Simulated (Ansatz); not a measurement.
**Stress against strain in KF**

```yaml
crystal:
  lattice:
    - [0.00000, 2.67350, 2.67350]
    - [2.67350, 0.00000, 2.67350]
    - [2.67350, 2.67350, 0.00000]
  atoms:
    - { symbol: K, position: [0.00000, 0.00000, 0.00000] }
    - { symbol: F, position: [0.50000, 0.50000, 0.50000] }
```

Atom numbers follow the list: K1, F2.

The cell is COD entry 9008652, as deposited and not checked against the literature; nothing was relaxed.

These are results of DFT, PBEsol, all-electron LAPW, scalar-relativistic (Ansatz 0.2.0), not measurements.

Settings: a Γ-centred 9×9×9 k mesh, Fermi–Dirac smearing of 0.01 eV, basis error target 1 meV/atom, no spin polarisation.

The strain is applied along the Cartesian axes of the cell as listed (the other components stay zero). Fractional coordinates are held (clamped ions).

σ is the change of stress from the unstrained cell, which is at -0.72 GPa; tension is positive, so slopes are stress–strain coefficients at that pressure.

Only quantities that a quadratic follows smoothly over the whole series are listed; rougher ones are left out.

```tsv
εxx = εyy	σzz (GPa)	σxx (GPa)
-0.0200	-0.57	-1.76
0.0000	0.00	0.00
0.0100	0.27	0.69
0.0200	0.52	1.28
```

Problem. Fit the series and read off the stiffness at zero strain.

Solution. Least-squares fits y = p0 + p1 x + p2 x² to the rows give σzz (GPa): p1 = 27.3, p2 = -66; σxx (GPa): p1 = 75.9, p2 = -590. So 2 C12 = 27 GPa and C11 + C12 = 76 GPa.

Problem. One run, at εxx = εyy = -0.0100, is withheld. Predict its row.

Solution. The fits give -0.28, -0.82; the run gave -0.28, -0.81.
